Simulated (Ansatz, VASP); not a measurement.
Ti in VASP and in Ansatz

File INCAR:

```
PREC = Accurate ; ENCUT = 520
EDIFF = 1E-6 ; ISMEAR = -1
SIGMA = 0.08 ; LREAL = F
LASPH = T ; NELM = 100
ALGO = Normal ; ISIF = 2
LWAVE = F ; LCHARG = F
GGA = CA ; NBANDS = 12
```

Contents of KPOINTS:

```
Automatic mesh
0
Gamma
  19 19 19
```

The input POSCAR:

```
Ti
1.0
   -1.2734738800      1.2734738800      1.2734738800
    1.2734738800     -1.2734738800      1.2734738800
    1.2734738800      1.2734738800     -1.2734738800
Ti
1
Direct
    0.0000000000      0.0000000000      0.0000000000
```

Input for Ansatz:

```yaml
crystal:
  lattice:
    - [-1.27347388, 1.27347388, 1.27347388]
    - [1.27347388, -1.27347388, 1.27347388]
    - [1.27347388, 1.27347388, -1.27347388]
  atoms:
    - { symbol: Ti, position: [0.0, 0.0, 0.0] }
kpoints:
  mp_grid: { grid: [19, 19, 19] }
scf:
  occupations: { method: fermi_dirac, width: 0.08 }
hamiltonian:
  xc: lda
  pseudopotentials: { kind: all_electron, lapw: { basis_error: 0.001 } }
output:
  forces: true
  stress: true
  eigenvalues: true
  populations: true
```

Change from the starting cell: volume scaled by 0.52, LAPW.

Alike in both runs: task single point; functional LDA; k mesh 19 × 19 × 19; occupations fermi-dirac, width 0.08 eV; no spin polarisation.

|  | VASP | Ansatz |
| --- | --- | --- |
| version | VASP 6.6.1 | Ansatz 0.2.0 |
| potentials or method | VASP PAW LDA potentials, release 64 (Ti_sv) | all-electron LAPW, scalar-relativistic |
| plane-wave cutoff (eV) | 520 | see its input |

|  | VASP | Ansatz | Ansatz less VASP |
| --- | --- | --- | --- |
| pressure (GPa) | 207.3 | 202.6 | -4.67 |

Ansatz ran all-electron here, so the differences hold the error of VASP's frozen core and of both bases.

Caveats: the cell as given lies far from equilibrium; so large a pressure means that the cell lies far from this level's equilibrium, or that cutoff or potentials fall short (VASP).
